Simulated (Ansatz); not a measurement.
Au:

```
Au
1.0
     0.00000    2.03500    2.03500
     2.03500    0.00000    2.03500
     2.03500    2.03500    0.00000
Au
1
Cartesian
  0.0000 0.0000 0.0000
```

Base run:

| Quantity | Value |
| --- | --- |
| Program | Ansatz 0.2.0 |
| Functional | PBE |
| Potentials or basis | Ansatz PAW |
| Cutoff | 420 eV (not typed: the program's choice for these potentials) |
| k mesh | 8 × 8 × 8 |
| Occupations | fermi-dirac, width 0.05 eV |
| Spin | spin-orbit coupling, no magnetisation |

Its results: band gap on the k mesh none (metal or under the smearing width); pressure 10.4 GPa.

**Question.** After a change of settings the same cell gave: band gap on the k mesh none (metal or under the smearing width); pressure -3.4 GPa. Which change was it?
A. functional from PBE to LDA
B. k mesh from 8 × 8 × 8 to 11 × 11 × 11; spin from spin-orbit coupling, no magnetisation to no spin polarisation; potential files from those of the base run to others of the same set
C. functional from PBE to PBEsol

**Answer.** A.

LDA binds more tightly than PBE, so the same cell stands under less pressure.

Caveats: the PAW data sets come from PBE, with cores solved anew for the run's functional, which leaves a small shift of forces and pressure (some runs).
